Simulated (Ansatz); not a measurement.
# Al2Cu under pressure: fit and missing row

Al2Cu, Fm-3m, a = 5.726 Å. The structure is a Materials Project entry; whether it is the stable form wasn't checked. Ansatz: PBEsol, PAW, 420 eV, Γ-centred 14×14×14 mesh on 3 atoms, Gaussian smearing 0.10 eV; no spin polarisation. Cell and atoms are relaxed at each pressure, and no other structure is tried, so the rows at high pressure may lie past a change of phase.

```tsv
V (Å³/atom)	P (GPa)
?	90.05
11.964	50.02
13.250	25.01
14.252	12.00
15.095	4.07
15.495	1.05
15.648	0.00
15.802	-1.00
```

Question: Take V0 = 15.648 Å³/atom, fit the third-order Birch–Murnaghan form to the other rows, and predict the missing volume.

Answer: With the Eulerian strain f = ½[(V0/V)^(2/3) − 1] and y = P/[3f(1 + 2f)^(5/2)], the form is the line y = B0 + 1.5 B0 (B0′ − 4) f. Rows (f, y): 0.09799, 108.8; 0.05864, 107.7; 0.03214, 106.5; 0.01214, 105.2; 0.00329, 104.7; -0.00325, 104.2. Means f = 0.03349, y = 106.18; Σ(Δf)² = 0.007512, ΣΔfΔy = 0.3452; the slope is their ratio. y = 104.6 + 45.94 f GPa, so B0 = 104.6 GPa and B0′ = 4 + 2 × (45.94)/(3 × 104.6) = 4.29. P = 90.05 GPa is met at f = 0.14360 (y = 111.20), so V = V0 (1 + 2f)^(−3/2) = 10.715 Å³/atom. The run gave 10.678 Å³/atom, so the fit is 0.037 Å³/atom too high, 0.72 % of the span of the series, against an rms of 0.004 Å³/atom on the fitted rows. The row lies outside the fitted range. The points of y bend away from a line: a fourth-order term fitted to them gives P = 89.66 GPa at this row's volume (the line 91.56, the run 90.05).

The mesh isn't the same in all rows (14×14×14, 16×16×16).